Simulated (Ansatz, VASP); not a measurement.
## Two plane-wave programs on Se

```
Se
1.0
     2.81056    0.00000    0.00000
     0.00000    2.81056    0.00000
     0.00000    0.00000    2.78246
Se
1
Direct
  0.00000 0.00000 0.00000
```

Change from the starting cell: strain = -0.01.

Alike in both runs: task single point; functional PBE; k mesh 9 × 9 × 9; occupations fermi-dirac, width 0.05 eV; no spin polarisation.

|  | VASP | Ansatz |
| --- | --- | --- |
| version | VASP 6.6.1 | Ansatz 0.2.0 |
| potentials or method | VASP PAW PBE potentials, release 64 (Se) | Ansatz PAW |
| plane-wave cutoff (eV) | 520 | 420 |
| valence electrons in the cell | 6 | 16 |

Ansatz gave:

```
gap on the k mesh at the Fermi level (eV)       : none
pressure (GPa)                                  : 2.8
largest component of the traceless stress (GPa) : 0.55
```

**Question.** What did VASP give for the same quantities?

**Answer.** gap on the k mesh at the Fermi level (eV): none; pressure (GPa): 2.9; largest component of the traceless stress (GPa): 0.55.

A gap of «none» marks a metal or a gap that the smearing closes. The two sets of potentials don't hold the same shells in valence.
